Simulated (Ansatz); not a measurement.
## SnSe: one input, then a changed one

The structure comes from a relaxation in the same program, started in the zincblende type. Whether it is a known phase or the ground state wasn't checked. The listed cell was then made from it by scaling, straining or moving an atom.

First run: DFT, PBE, all-electron PAW with datasets made for the crystal, scalar-relativistic (Ansatz 0.2.0).

Command: `ansatz run input.yaml --threads 1 --pin off --max-ram 2048MiB --backend cpu --events-out ev --progress --plain --runs-dir out` The run took 18 s on 1 thread of Intel(R) Xeon(R) Platinum 8259CL CPU @ 2.50GHz (Skylake/Cascade Lake), with other jobs on the host, peak memory 0.6 GiB.

```yaml
crystal:
  lattice:
    - [0.0, 3.4553904362, 3.4553904362]
    - [3.4553904362, 0.0, 3.4553904362]
    - [3.4553904362, 3.4553904362, 0.0]
  atoms:
    - { symbol: Sn, position: [0.0, 0.0, 0.0] }
    - { symbol: Se, position: [0.25, 0.25, 0.25] }
kpoints:
  mp_grid: { grid: [12, 12, 12] }
scf:
  occupations: { method: fermi_dirac, width: 0.05 }
hamiltonian:
  xc: pbe
  pseudopotentials: { kind: all_electron, datasets: crystal }
output:
  forces: true
  stress: true
  eigenvalues: true
  efg: { contact_densities: true }
```

Result: converged; pressure -1.59 GPa; gap on the k mesh 0.23 eV; 8 SCF iterations.

No spin–orbit coupling, which matters for the heavy atoms here.

The input is then changed:

```diff
@@ -10,5 +10,5 @@
   mp_grid: { grid: [12, 12, 12] }
 scf:
-  occupations: { method: fermi_dirac, width: 0.05 }
+  occupations: { method: fermi_dirac, width: 0.3 }
 hamiltonian:
   xc: pbe
```

Task: What does the second run give?

Result: It converged; energy at zero smearing +15.1 meV/atom from the first run; pressure -1.83 GPa; gap on the k mesh 0.26 eV; 8 SCF iterations. Some of these settings are too coarse for converged properties.

The results part of its log:

```
SCF 1 converged in 8 iterations: F = -234215.551872 eV  dr2 = 1.59e-8
  Residual-converged pass: ⟨swp⟩=3.4  Hψ=2639  notcnv=0  max |occ|·‖R‖ = 5.2e-6 eV (tolerance 5.3e-6 eV)  dr2=1.57e-8  dr2_onsite=5.25e-8  max |Δocc| = 2.0e-7
  greatest PAW one-centre occupation: 0.990 electrons in one spin orbital (limit 2), on the Sn atom at site 0 (counted from 0), in its partial waves of l = 2
SCF converged after 8 iterations
Free energy (F): -234215.551872 eV
Harris-Foulkes:  -234215.551872 eV  (|F-HF|=2.68e-8)
Internal energy: -234215.353281 eV  (E = F + TS)
E sigma→0 (E₀):  -234215.452577 eV
Entropy (-TS):   -0.198592 eV (-99.296 meV/atom)
Past the cutoff: the bands carry plane waves up to 1.75 times it, of which those up to 1.5 times it add -0.000261 eV an atom, each by itself; the spheres take 0.000430 eV an atom off the energy for waves past 1.75 times it
By the cutoff:   a pressure is off by up to 0.006 GPa (1.2 times the spheres' own share and the shells' term, over an atom's volume, and 0.004 GPa: a bound that held against runs at twice the plane waves)
Past the cutoffs: a stress includes 0.0010 GPa for waves and charges beyond them, in addition to the slope of what the spheres take
In the spheres:  the bands' charges fall short by 7.0e-7 e at most (sound up to 1e-3)
Fermi energy:    5.911761 eV
--- Per-component energies (eV) ---
  The terms above E_closure are by the made datasets' own strengths, without shells solved beside the bands.
--- Forces (eV/Å), atoms counted from 1 ---
  atom   1  Sn    -0.00000000     0.00000000    -0.00000000
  atom   2  Se     0.00000000    -0.00000000     0.00000000
  max |Σ_I F_I| component: 1.67e-16 eV/Å
--- Stress (GPa, compression-positive) ---
       -1.829847       0.000000      -0.000000
       -0.000000      -1.829847       0.000000
       -0.000000       0.000000      -1.829847
  P = ⅓ Tr σ = -1.8298 GPa (-18.298 kbar)
--- PAW observables at the nuclei: V_zz in 10²¹ V/m², potentials from the cell's mean, atoms counted from 1 ---
  atom   1  Sn V_zz =    -0.000000   η = 0.0000   by run symmetry: forbidden
            electrostatic potential = -8166.191603 V   contact ρ = 1236400.921661 e/Å³
  atom   2  Se V_zz =    +0.000000   η = 0.0000   by run symmetry: forbidden
            electrostatic potential = -4706.605238 V   contact ρ = 262963.702438 e/Å³
--- Band table (eV; the first three rows and the last of 72) ---
  k-point 0: bands = ["-15.9953", "-15.9953", "-15.9953", "-15.9884", "-15.9884", "-7.1418", "0.2855", "3.6640", "3.6640", "3.6640", "7.2707", "7.2707", "7.2707", "10.5071"]
  k-point 1: bands = ["-15.9955", "-15.9952", "-15.9952", "-15.9884", "-15.9884", "-7.1199", "0.1650", "3.6265", "3.6265", "3.7155", "7.2507", "7.3372", "7.3372", "10.7688"]
  k-point 2: bands = ["-15.9959", "-15.9948", "-15.9948", "-15.9883", "-15.9883", "-7.0584", "-0.1384", "3.5302", "3.5302", "3.7996", "7.3121", "7.5058", "7.5058", "11.3716"]
  k-point 71: bands = ["-15.9989", "-15.9930", "-15.9911", "-15.9888", "-15.9876", "-6.6438", "-1.3986", "2.3365", "2.4146", "5.6678", "7.2792", "7.9679", "9.4989", "11.1055"]
```
